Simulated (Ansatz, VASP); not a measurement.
# One calculation of BeTe, two programs

File INCAR:

```
SYSTEM = BeTe
PREC = Accurate ; ENCUT = 600
EDIFF = 1E-6 ; ISMEAR = -1
SIGMA = 0.05 ; LREAL = .FALSE.
LASPH = .TRUE. ; NELM = 100
ALGO = Fast ; ISIF = 3
LWAVE = .FALSE. ; LCHARG = .FALSE.
GGA = RP ; IVDW = 12
IBRION = 2 ; NSW = 60
EDIFFG = -0.01
```

KPOINTS

```
regular mesh
0
G
  8 8 8
  0 0 0
```

POSCAR

```
BeTe
1.0
    0.0000000000      2.7700000000      2.7700000000
    2.7700000000      0.0000000000      2.7700000000
    2.7700000000      2.7700000000      0.0000000000
Te Be
1 1
Direct
    0.7500000000      0.7500000000      0.7500000000
    0.0000000000      0.0000000000      0.0000000000
```

File input.yaml:

```yaml
crystal:
  lattice:
    - [0.0, 2.77, 2.77]
    - [2.77, 0.0, 2.77]
    - [2.77, 2.77, 0.0]
  atoms:
    - { symbol: Te, position: [0.75, 0.75, 0.75] }
    - { symbol: Be, position: [0.0, 0.0, 0.0] }
hamiltonian:
  xc: rpbe
  pseudopotentials: { kind: paw }
  dispersion: d3bj
kpoints:
  mp_grid: { grid: [8, 8, 8] }
scf:
  occupations: { method: fermi_dirac, width: 0.05 }
output:
  forces: true
  stress: true
relax:
  f_tol: 0.01
  max_steps: 40
  cell: { stress_tol: 0.05 }
```

Alike in both runs: task relaxation of cell and atoms; functional RPBE; dispersion D3(BJ); k mesh 8 × 8 × 8; occupations fermi-dirac, width 0.05 eV; no spin polarisation.

```csv
,VASP,Ansatz
version,VASP 6.6.1,Ansatz 0.2.0
potentials or method,"VASP PAW PBE potentials, release 64 (Te, Be)",Ansatz PAW
plane-wave cutoff (eV),600,420
valence electrons in the cell,8,18
```

Ansatz gave:

| Item | Value |
| --- | --- |
| relaxed volume (Å³/atom) | 18.81 |
| relaxed cell length with the largest relative difference (Å) | 3.761 |
| energy change over the relaxation (meV/atom) | -61 |

Task: Estimate VASP's values.

Result: Relaxed volume (Å³/atom): 18.85; relaxed cell length with the largest relative difference (Å): 3.764; energy change over the relaxation (meV/atom): -59.

The two sets of potentials don't hold the same shells in valence.

Caveats: spin-orbit coupling is left out, which moves the levels of the heavy elements; the PAW data sets were made with another functional, which shifts forces and pressure a little (VASP); the volume moved by -11 % from the deposited cell, more than functionals usually miss (VASP); the plane-wave basis is chosen anew once the cell has moved, so the energies of steps on either side of that aren't comparable (Ansatz); the volume moved by -12 % from the deposited cell, more than functionals usually miss (Ansatz); the PAW data sets come from PBE, with cores solved anew for the run's functional, which leaves a small shift of forces and pressure (Ansatz). RPBE gaps usually lie below the measured ones, often by a third to a half. A k mesh can miss the band edges.
